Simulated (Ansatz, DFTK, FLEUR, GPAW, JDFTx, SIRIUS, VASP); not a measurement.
**One calculation of NaCl, 9 ways**

```
Cl Na
1.0
     0.00000    2.79406    2.79406
     2.79406    0.00000    2.79406
     2.79406    2.79406    0.00000
Cl Na
1 1
Cartesian
  2.7941 2.7941 2.7941
  0.0000 0.0000 0.0000
```

The cell is a database's computed one, not the measured one.

Alike in all runs: task equation of state; functional PBEsol; k mesh 8 × 8 × 8; occupations fermi-dirac, width 0.05 eV; no spin polarisation; no spin-orbit coupling.

```csv
program and potentials,plane-wave cutoff (eV),notes,equilibrium volume (Å³/atom),bulk modulus (GPa)
"Ansatz, Ansatz PAW",420,"potentials made for PBE, which Ansatz adapts in part",21.98,25.9
"DFTK, PseudoDojo SR PBEsol 0.4.1 standard (PBEsol)",1197,-,22.00,25.8
"GPAW, PAW data sets generated for this functional",800,-,?,?
"Ansatz, all-electron LAPW, scalar-relativistic",-,-,21.98,25.8
"FLEUR, all-electron, FLAPW",-,-,21.98,25.8
"SIRIUS, all-electron FP-LAPW, apw+lo standard",-,-,21.96,26.2
"JDFTx, PseudoDojo-SR-PBEsol-0.4.1-standard with smoothed tails",1197,-,22.00,25.9
"SIRIUS, PseudoDojo 0.4.1 PBEsol standard (scalar relativistic)",1202,-,22.00,25.8
"VASP, PBE PAW files Cl, Na_pv, 520 eV",520,potentials made for PBE,22.03,25.9
```

Estimate from the other rows what the run with GPAW, PAW data sets generated for this functional gave.

Equilibrium volume 22.03 Å³/atom; bulk modulus 26.1 GPa. The other rows, which needn't bracket it: equilibrium volume 21.96 to 22.03; bulk modulus 25.8 to 26.2.
